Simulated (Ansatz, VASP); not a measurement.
One calculation of InAs, two programs

Contents of POSCAR:

```
InAs
1.0
    0.0000000000      3.0180000000      3.0180000000
    3.0180000000      0.0000000000      3.0180000000
    3.0180000000      3.0180000000      0.0000000000
In As
1 1
Direct
    0.0000000000      0.0000000000      0.0000000000
    0.7500000000      0.7500000000      0.7500000000
```

INCAR.step1

```
SYSTEM = InAs
ALGO     = Normal         ! electronic algorithm
EDIFF    = 1E-5           ! SCF threshold, eV
ENCUT    = 520            ! plane-wave cutoff, eV
GGA      = PE             ! functional
ISIF     = 2              ! what is computed and relaxed
ISMEAR   = -1             ! smearing method
LASPH    = .TRUE.         ! aspherical terms in the spheres
LCHARG   = .FALSE.        ! write CHGCAR
LREAL    = .FALSE.        ! projectors in reciprocal space
LWAVE    = .TRUE.         ! write WAVECAR
NELM     = 60             ! most SCF steps
PREC     = Accurate       ! precision mode
SIGMA    = 0.05           ! smearing width, eV
```

File INCAR.step2:

```
SYSTEM = InAs
AEXX     = 0.25           ! exact-exchange fraction
ALGO     = Normal         ! electronic algorithm
EDIFF    = 1E-6           ! SCF threshold, eV
ENCUT    = 520            ! plane-wave cutoff, eV
GGA      = PE             ! functional
HFRCUT   = -1           
ISIF     = 2              ! what is computed and relaxed
ISMEAR   = -1             ! smearing method
ISTART   = 1            
LASPH    = .TRUE.         ! aspherical terms in the spheres
LCHARG   = .FALSE.        ! write CHGCAR
LHFCALC  = .TRUE.         ! exact exchange
LREAL    = .FALSE.        ! projectors in reciprocal space
LWAVE    = .FALSE.        ! write WAVECAR
NELM     = 60             ! most SCF steps
PREC     = Accurate       ! precision mode
PRECFOCK = Fast         
SIGMA    = 0.05           ! smearing width, eV
```

The input KPOINTS:

```
k-points
0
G
  4 4 4
  0 0 0
```

Contents of KPOINTS_OPT:

```
path GXWKGLUWLK,UX
10
line-mode
reciprocal
 0.0000000000  0.0000000000  0.0000000000  G
 0.5000000000  0.0000000000  0.5000000000  X

 0.5000000000  0.0000000000  0.5000000000  X
 0.5000000000  0.2500000000  0.7500000000  W

 0.5000000000  0.2500000000  0.7500000000  W
 0.3750000000  0.3750000000  0.7500000000  K

 0.3750000000  0.3750000000  0.7500000000  K
 0.0000000000  0.0000000000  0.0000000000  G

 0.0000000000  0.0000000000  0.0000000000  G
 0.5000000000  0.5000000000  0.5000000000  L

 0.5000000000  0.5000000000  0.5000000000  L
 0.6250000000  0.2500000000  0.6250000000  U

 0.6250000000  0.2500000000  0.6250000000  U
 0.5000000000  0.2500000000  0.7500000000  W

 0.5000000000  0.2500000000  0.7500000000  W
 0.5000000000  0.5000000000  0.5000000000  L

 0.5000000000  0.5000000000  0.5000000000  L
 0.3750000000  0.3750000000  0.7500000000  K

 0.6250000000  0.2500000000  0.6250000000  U
 0.5000000000  0.0000000000  0.5000000000  X
```

Contents of input.yaml:

```yaml
crystal:
  lattice:
    - [0.0, 3.018, 3.018]
    - [3.018, 0.0, 3.018]
    - [3.018, 3.018, 0.0]
  atoms:
    - { symbol: In, position: [0.0, 0.0, 0.0] }
    - { symbol: As, position: [0.75, 0.75, 0.75] }
hamiltonian:
  xc: pbe0
  pseudopotentials: { kind: paw }
kpoints:
  mp_grid: { grid: [4, 4, 4] }
  band_path:
    path:
      - [[0.0, 0.0, 0.0], [0.5, 0.0, 0.5], [0.5, 0.25, 0.75], [0.375, 0.375, 0.75], [0.0, 0.0, 0.0], [0.5, 0.5, 0.5], [0.625, 0.25, 0.625], [0.5, 0.25, 0.75], [0.5, 0.5, 0.5], [0.375, 0.375, 0.75]]
      - [[0.625, 0.25, 0.625], [0.5, 0.0, 0.5]]
    npoints: 4
scf:
  occupations: { method: fermi_dirac, width: 0.05 }
  n_extra_bands: 6
output:
  forces: true
  stress: true
  eigenvalues: true
  fatbands: false
```

Alike in both runs: task band structure; functional PBE0; k mesh 4 × 4 × 4; occupations fermi-dirac, width 0.05 eV; no spin polarisation.

|  | VASP | Ansatz |
| --- | --- | --- |
| version | VASP 6.6.1 | Ansatz 0.2.0 |
| potentials or method | VASP PAW PBE potentials, release 64 (In_d, As) | Ansatz PAW |
| plane-wave cutoff (eV) | 520 | 420 |
| valence electrons in the cell | 18 | 28 |

|  | VASP | Ansatz | Ansatz less VASP |
| --- | --- | --- | --- |
| gap on the k mesh at the Fermi level (eV) | 1.27 | 1.25 | -0.019 |
| least direct gap on the mesh (eV) | 1.27 | 1.25 | -0.019 |
| gap along the band path (eV) | 1.27 | 1.25 | -0.019 |
| pressure (GPa) | 1.9 | 2.2 | +0.29 |

With one functional, cell and mesh, what is left measures potentials, basis and numerics. The two sets of potentials don't hold the same shells in valence.

Caveats: the k mesh is coarse (spacing up to 0.45 Å⁻¹), so the values aren't converged, least of all with exact exchange; spin-orbit coupling is left out, which moves the levels of the heavy elements; the PAW data sets were made with another functional, which shifts forces and pressure a little (VASP); the PAW data sets come from PBE, with cores solved anew for the run's functional, which leaves a small shift of forces and pressure (Ansatz); the thresholds are loose for stress (Ansatz).
